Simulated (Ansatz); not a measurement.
**Which functional gives which lattice for BaS?**

Starting cell:

```cif
data_structure
_symmetry_space_group_name_H-M 'P 1'
_symmetry_Int_Tables_number 1
_cell_length_a 4.5166
_cell_length_b 4.5166
_cell_length_c 4.5166
_cell_angle_alpha 60.000
_cell_angle_beta 60.000
_cell_angle_gamma 60.000
_cell_volume 65.15
loop_
_atom_site_label
_atom_site_type_symbol
_atom_site_fract_x
_atom_site_fract_y
_atom_site_fract_z
_atom_site_occupancy
Ba1 Ba 0.50000 0.50000 0.50000 1
S1 S 0.00000 0.00000 0.00000 1
```

Ansatz, plane waves and PAW, scalar-relativistic (no spin–orbit coupling), 6×6×6 k-mesh. No spin polarisation. In the setting of the table the starting cell (space group Fm-3m) has 4.517 × 4.517 × 4.517 Å, angles 60.0 / 60.0 / 60.0°. Each functional was followed to zero pressure by scaling the cell, shape and atoms held, then fitted over four more volumes within ±4 % of it.

Task: What cell, stiffness and gap does each give?

Result: 
```csv
functional,V0 (Å³/atom),cell,B0 (GPa),B′ from the pressures,gap on the mesh,cutoff (eV)
RPBE + D4,32.94,"4.533 × 4.533 × 4.533 Å, angles 60.0 / 60.0 / 60.0°",41,4.4,2.37 eV,420
LDA,30.83,"4.434 × 4.434 × 4.434 Å, angles 60.0 / 60.0 / 60.0°",51,4.5,1.91 eV,420
revPBE + D3(BJ),32.14,"4.496 × 4.496 × 4.496 Å, angles 60.0 / 60.0 / 60.0°",43,4.5,2.30 eV,420
PBE + D3(BJ),32.15,"4.497 × 4.497 × 4.497 Å, angles 60.0 / 60.0 / 60.0°",45,4.5,2.19 eV,420
PBEsol,31.73,"4.477 × 4.477 × 4.477 Å, angles 60.0 / 60.0 / 60.0°",46,4.5,2.04 eV,420
```

The volumes span 6.8 %, from LDA to RPBE + D4. The stiffness doesn't follow the volume steadily: stiffest LDA (51 GPa at 30.83 Å³/atom), softest RPBE + D4 (41 GPa at 32.94 Å³/atom), yet PBE + D3(BJ) is stiffer than revPBE + D3(BJ) in a larger cell (45 against 43 GPa).

Caveats: gaps at these levels are rough, and mostly too small.

Points behind the fit for PBEsol:

| V (Å³/atom) | E − Emin (meV/atom) | P (GPa) |
| --- | --- | --- |
| 30.463 | 7.95 | 2.08 |
| 31.098 | 1.92 | 0.98 |
| 31.733 | 0.00 | 0.00 |
| 32.367 | 1.77 | -0.88 |
| 33.002 | 6.85 | -1.67 |
